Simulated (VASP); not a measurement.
Here is a VASP 6.6.1 calculation.

INCAR

```
SYSTEM = Ti
PREC = Accurate
ENCUT = 520
EDIFF = 1E-7
ISMEAR = -1
SIGMA = 0.05
LREAL = .FALSE.
LASPH = .TRUE.
NELM = 60
ALGO = Normal
ISIF = 2
LWAVE = .FALSE.
LCHARG = .FALSE.
GGA = PS
NBANDS = 12
```

File KPOINTS:

```
Automatic mesh
0
G
  11 11 11
  0 0 0
```

Contents of POSCAR:

```
Ti
1.0
   -1.6651410000      1.6614080000      1.5991130000
    1.6803890000     -1.7050710000      1.6580240000
    1.6045370000      1.6444670000     -1.6427760000
Ti
1
Direct
   -0.0072040000      0.0071160000      0.0068240000
```

Potentials or basis: VASP PAW PBE potentials, release 64 (Ti_sv).

The run is started by

```bash
$ cat potpaw_PBE.64/Ti_sv/POTCAR > POTCAR
$ mpirun -np 1 vasp_std > vasp.out
```

Problem. Predict the pressure.

Solution. -6.9 GPa.

Problem. Estimate the band gap on the k mesh.

Solution. None (metal or under the smearing width).

Stress tensor (GPa, compression positive):
```
-6.88  1.22 -0.57
 1.22 -6.50  0.93
-0.57  0.93 -7.31
```

Caveat: the PAW data sets were made with another functional, which shifts forces and pressure a little.
